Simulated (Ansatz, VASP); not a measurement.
# Na: VASP beside Ansatz

```
Na
1.0
    -2.11750    2.11750    2.11750
     2.11750   -2.11750    2.11750
     2.11750    2.11750   -2.11750
Na
1
Direct
  0.00000 0.00000 0.00000
```

Alike in both runs: task electric field gradients; functional r2SCAN; k mesh 11 × 11 × 11; occupations fermi-dirac, width 0.03 eV; no spin polarisation.

|  | VASP | Ansatz |
| --- | --- | --- |
| version | VASP 6.6.1 | Ansatz 0.2.0 |
| potentials or method | VASP PAW PBE potentials, release 64 (Na_pv) | PAW with Ansatz's default frozen-core files, scalar-relativistic |
| plane-wave cutoff (eV) | 520 | 500 |
| valence electrons in the cell | 7 | 9 |

Ansatz gave:

| Quantity | Value |
| --- | --- |
| pressure (GPa) | -0.1 |
| Vzz of the field gradient on the site that differs most (V/Å²) | 0.0 |

Question: Which values does VASP return?

Answer: Pressure (GPa): 0.0; Vzz of the field gradient on the site that differs most (V/Å²): 0.0.

The two sets of potentials don't hold the same shells in valence.

Caveats: the PAW data sets were made with another functional, which shifts forces and pressure a little (VASP).
